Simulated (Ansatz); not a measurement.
# MgO (Fm-3m) in Ansatz: a series of runs, part 2 of 2

Ansatz 0.2.0. The steps go on from the part before.

**4. Band structure, PBEsol**

Input file input.yaml:

```yaml
crystal:
  lattice:
    - [0.0, 2.0970013927, 2.0970013927]
    - [2.0970013927, 0.0, 2.0970013927]
    - [2.0970013927, 2.0970013927, 0.0]
  atoms:
    - { symbol: Mg, position: [0.0, 0.0, 0.0] }
    - { symbol: O, position: [0.5, 0.5, 0.5] }
kpoints:
  mp_grid: { grid: [11, 11, 11] }
  band_path:
    path:
      - [0.0, 0.0, 0.0]
      - [0.5, 0.0, 0.5]
      - [0.5, 0.25, 0.75]
      - [0.375, 0.375, 0.75]
      - [0.0, 0.0, 0.0]
      - [0.5, 0.5, 0.5]
      - [0.625, 0.25, 0.625]
      - [0.5, 0.25, 0.75]
    npoints: 8
scf:
  occupations: { method: fermi_dirac, width: 0.05 }
hamiltonian:
  xc: pbesol
  pseudopotentials: { kind: all_electron, datasets: crystal }
output:
  forces: true
  stress: true
  eigenvalues: true
```

Potentials or basis: all-electron PAW datasets made for the crystal.

The run is started by

```
$ ansatz run input.yaml --threads 1 --pin off --max-ram 3072MiB --backend cpu --events-out ev --progress --plain --runs-dir out
```

The program printed:

```text
Warning: RAYON_NUM_THREADS=1 ignored (pool sized by the plan → 1); use --threads N
hamiltonian.pseudopotentials.datasets: crystal makes datasets for this crystal and solves the spheres of its atoms anew in each pass: cutoff 360.0 eV, the density's 1800.0 eV; for an error of 0.50 meV an atom under PBE, 1.0 meV for the cell; an energy difference from a run of another recipe may be off by several times the error for the cell, under r2SCAN by more, where some 0.1 meV an atom stays at smaller errors; O in spheres of 1.064 Å, 6 of its electrons in bands; Mg in spheres of 1.027 Å, 2 of its electrons in bands, 8 on its site; only band paths and densities of states list, in semicore columns, the levels of the semicore shells that are solved separately: 2s of Mg, 2p of Mg
Engine: ansatz 0.2.0, aarch64-unknown-linux-gnu
Pseudopotentials: kind: all_electron
Pseudopotential: Mg, paw, valence charge 10, recommended cutoff 360 eV (normal), crystal/all_electron/pbesol/scalar/gaussian/Mg, Koelling and Harmon's equation, gaussian nucleus
Pseudopotential: O, paw, valence charge 6, recommended cutoff 360 eV (normal), crystal/all_electron/pbesol/scalar/gaussian/O, Koelling and Harmon's equation, gaussian nucleus
Functional definition: PBEsol
  exchange = pbesol_x
  correlation = pbesol_c
Crystal: 2 atoms, lattice volume = 18.443 Å³
Basis set: ecut = 360 eV, 283 PW (Γ), exchange–correlation on 48×48×48 points (8 copies of the dense FFT grid, shifted against one another)
Bands: 8, of which v1, the nominal top of the filled ones, is band 4 counted from 1 (3 counted from 0)
Symmetry: 48 space group operations
Space group: Fm-3m (ITA 225), of the structure as read, at distance tolerance 2.6e-5 Å
k-points: 56 of 1331
Non-local potential: Mg, projectors of the file, l = 0: 1, l = 1: 1
Non-local potential: O, projectors of the file, l = 0: 1, l = 1: 2
PAW form: soft (Blöchl's): semilocal exchange-correlation on the pseudo side does not see the compensation charge
PAW one-centre angular grid: Mg, 110 points (default); XC on its mesh's 1917 points in the sphere
PAW one-centre angular grid: O, 110 points (default); XC on its mesh's 1965 points in the sphere
Initial density: superposition of atomic densities (neutral atoms: chi_scale 0, normalization atom)
Initial wavefunctions: pseudopotential atomic-orbital guess
Functional: x = pbesol(κ = 0.804, μ = 0.12345679012345678), c = pbesol(β = 0.046)
iter 1 solved again at ethr=5.64e-2 eV; its pass at ethr=1.00e-1 eV (dr2=4.51e0 eV) is discarded
SCF iter   1: F=—  HF=-7485.705715 eV  |F-HF|=—  |Δ(HF+E_count)|=         —  Δρ=1.57e-1  dr2=4.66e0  ethr=5.64e-2  ⟨swp⟩=2.0  Hψ=2734  notcnv=0
preconditioner: auto → none  [insulator: Δε(μ)=6.552 eV  Ē_g=20.159 eV  σ=0.050 eV  W_gap=1.00  n_scr=0 (ndim 8)  ℏωp=24.5 eV  f_vac=0.000  D(μ)=0.00/eV (n_scr^D=0)  ε∞_Penn≈2.5]
SCF iter   2: F=—  HF=-7484.662379 eV  |F-HF|=—  |Δ(HF+E_count)|=    1.04e0  Δρ=8.60e-2  dr2=7.40e-1  ethr=5.64e-2  ⟨swp⟩=3.0  Hψ=1116  notcnv=0
iter 3 solved again at ethr=5.24e-4 eV; its pass at ethr=9.25e-3 eV (dr2=4.19e-2 eV) is discarded
SCF iter   3: F=—  HF=-7484.407067 eV  |F-HF|=—  |Δ(HF+E_count)|=   2.55e-1  Δρ=1.83e-2  dr2=4.30e-2  ethr=5.24e-4  ⟨swp⟩=2.1  Hψ=2112  notcnv=0
SCF iter   4: F=—  HF=-7484.412940 eV  |F-HF|=—  |Δ(HF+E_count)|=   5.87e-3  Δρ=1.39e-3  dr2=3.59e-4  ethr=5.24e-4  ⟨swp⟩=2.0  Hψ=897  notcnv=0
SCF iter   5: F=—  HF=-7484.413191 eV  |F-HF|=—  |Δ(HF+E_count)|=   2.51e-4  Δρ=2.67e-4  dr2=2.99e-6  ethr=4.48e-6  ⟨swp⟩=3.0  Hψ=1051  notcnv=0
SCF iter   6: F=—  HF=-7484.413190 eV  |F-HF|=—  |Δ(HF+E_count)|=   8.57e-7  Δρ=9.22e-5  dr2=3.56e-7  ethr=3.73e-8  ⟨swp⟩=2.9  Hψ=771  notcnv=0
SCF iter   7: F=-7484.413190 eV  HF=-7484.413190 eV  |F-HF|=4.14e-9  |Δ(HF+E_count)|=   5.59e-7  Δρ=8.44e-6  dr2=1.42e-8  ethr=4.45e-9  ⟨swp⟩=2.7  Hψ=723  notcnv=0  defer=1
SCF 1 converged in 7 iterations: F = -7484.413190 eV  dr2 = 1.42e-8
  Residual-converged pass: ⟨swp⟩=3.3  Hψ=915  notcnv=0  max |occ|·‖R‖ = 5.1e-6 eV (tolerance 5.3e-6 eV)  dr2=1.46e-8  dr2_onsite=9.33e-9  max |Δocc| = 0.0e0
NSCF: frozen V_eff on 57 k-points
SCF converged after 7 iterations
Free energy (F): -7484.413190 eV
Harris-Foulkes:  -7484.413190 eV  (|F-HF|=4.14e-9)
Internal energy: -7484.413190 eV  (E = F + TS)
E sigma→0 (E₀):  -7484.413190 eV
Past the cutoff: the bands carry plane waves up to 1.75 times it, of which those up to 1.5 times it add -0.000070 eV an atom, each by itself; the spheres take 0.000064 eV an atom off the energy for waves past 1.75 times it
By the cutoff:   a pressure is off by up to 0.007 GPa (1.2 times the spheres' own share and the shells' term, over an atom's volume, and 0.004 GPa: a bound that held against runs at twice the plane waves)
Past the cutoffs: a stress includes 0.0034 GPa for waves and charges beyond them, in addition to the slope of what the spheres take
In the spheres:  the bands' charges fall short by 1.5e-6 e at most (sound up to 1e-3), those of shells solved beside the bands by 5.0e-7 e (sound up to 5e-4)
Fermi energy:    10.329181 eV
--- Per-component energies (eV) ---
  E_band       = 19.041023
  E_kinetic    = 126.002580
  E_local      = -905.027800  (includes V_loc(G=0)·N_el)
  E_nonlocal   = -21.424358
  E_hartree    = 472.403484
  E_xc         = -84.277943
  E_vxc        = -98.296787  (∫ρ·V_xc dr)
  E_paw        = -8229.199234  (= ΣΔE_a)
  E_vpaw       = -2479.047231  (= ΣTr[D̂ρ^β])
  E_ewald      = -1294.918655
  E_smearing   = -0.000000  (= −TS)
  E_closure    = 2452.028736  (closes the sum)
  Σ components = -7484.413190   (vs F -7484.413190, Δ=0.00e0)
  The terms above E_closure are by the made datasets' own strengths, without shells solved beside the bands.
--- Forces (eV/Å), atoms counted from 1 ---
  atom   1  Mg    -0.00000000    -0.00000000     0.00000000
  atom   2  O      0.00000000     0.00000000     0.00000000
  max |Σ_I F_I| component: 9.37e-30 eV/Å
--- Stress (GPa, compression-positive) ---
        2.407107       0.000000      -0.000000
        0.000000       2.407107       0.000000
       -0.000000      -0.000000       2.407107
  P = ⅓ Tr σ = 2.4071 GPa (24.071 kbar)
  It holds what live shells' own plane waves past their cutoff add
--- Band table (eV; the first three rows and the last of 56) ---
  k-point 0: bands = ["-9.3702", "7.8884", "7.8884", "7.8884", "12.6496", "23.6019"]
  k-point 1: bands = ["-9.2762", "7.3267", "7.8302", "7.8302", "13.1850", "22.4942"]
  k-point 2: bands = ["-9.0133", "6.1337", "7.6785", "7.6785", "14.2586", "21.0493"]
  k-point 55: bands = ["-7.7055", "4.7160", "4.9302", "6.2180", "19.0547", "19.7521"]
```

Wall time 8 s (1 thread of Arm Neoverse V1, shared host); peak memory 0.38 GiB.

What came out:

```
Free energy             : -7484.4132 eV
Pressure                : 2.4 GPa
Band gap on the k mesh  : 4.76 eV, direct
Band gap along the path : 4.76 eV, direct
```

Levels at the corners of the path, in eV from the valence-band top:
```
point  band 1  band 2  band 3  band 4  band 5  band 6  band 7  band 8
    Γ  -17.26    0.00    0.00    0.00    4.76   15.71   15.71   15.71
    X  -15.65   -4.17   -1.38   -1.38    8.95   10.02   13.10   19.04
    W  -15.58   -3.02   -3.02   -1.82   11.59   11.59   12.24   15.56
    K  -15.62   -3.57   -2.78   -1.17    9.99   11.83   12.51   18.17
    Γ  -17.26    0.00    0.00    0.00    4.76   15.71   15.71   15.71
    L  -15.88   -4.73   -0.68   -0.68    7.83   12.65   16.31   16.31
    U  -15.62   -3.57   -2.78   -1.17    9.99   11.83   12.51   18.17
    W  -15.58   -3.02   -3.02   -1.82   11.59   11.59   12.24   15.56
```

**5. Summary**

```tsv
potentials or basis	cutoff (eV)	basis error allowed	gap on the mesh (eV)	pressure (GPa)
all-electron LAPW, scalar-relativistic	316	0.001 eV/atom	4.76	2.4
all-electron LAPW, non-relativistic	316	0.001 eV/atom	4.82	2.5
all-electron PAW datasets made for the crystal	360	-	4.76	2.4
```

Alike in all rows: task band structure; level PBEsol; no spin polarisation; cell as given; k mesh 11 × 11 × 11; smearing fermi-dirac 0.05 eV.

Compare energies only between runs with the same functional and basis.

**6. Against experiment**

Step 2. Measured gap of MgO: 7.83 eV (quoted in “Electronic structure of alkaline earth and post-transition metal oxides”, 2009, arxiv:0908.1581). This calculation gives 4.76 eV (-3.07 eV). The value is that of PBEsol, without temperature or zero-point motion. Semilocal functionals fall short of measured gaps as a rule. The cell is a database's relaxed one, not the measured one, which moves gaps too.

Step 3. Against the measured gap of MgO, 7.83 eV (quoted in “Electronic structure of alkaline earth and post-transition metal oxides”, 2009, arxiv:0908.1581), the calculated 4.82 eV is off by -3.01 eV. The value is that of PBEsol, without temperature or zero-point motion. Semilocal functionals fall short of measured gaps as a rule. The cell is a database's relaxed one, not the measured one, which moves gaps too.

Step 4. Against the measured gap of MgO, 7.83 eV (quoted in “Electronic structure of alkaline earth and post-transition metal oxides”, 2009, arxiv:0908.1581), the calculated 4.76 eV is off by -3.07 eV. The value is that of PBEsol, without temperature or zero-point motion. Semilocal functionals fall short of measured gaps as a rule. The cell is a database's relaxed one, not the measured one, which moves gaps too.
